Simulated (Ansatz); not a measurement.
Relaxed bulk Cu:

```
CELL_PARAMETERS angstrom
0.00000 1.81487 1.81487
1.81487 0.00000 1.81487
1.81487 1.81487 0.00000
ATOMIC_POSITIONS crystal
Cu 0.00000 0.00000 0.00000
```

Miller indices refer to the conventional cell of Fm-3m (No. 225), a = 3.630 Å, b = 3.630 Å, c = 3.630 Å, α = 90.00°, β = 90.00°, γ = 90.00°.

These are results of Ansatz, DFT PBE, scalar-relativistic, plane waves, PAW, not measurements. Cutoff 420 eV, Gaussian smearing of 0.10 eV, no spin polarisation. A dipole correction acts along the normal.

A relaxed slab with low-index faces, about a nanometre thick, has these properties:

```json
{"Surface energy (mean of both faces)": "1.35 J/m²", "Work function": "4.80 eV"}
```

Task: Which low-index plane was cut?

Result: The (111) plane.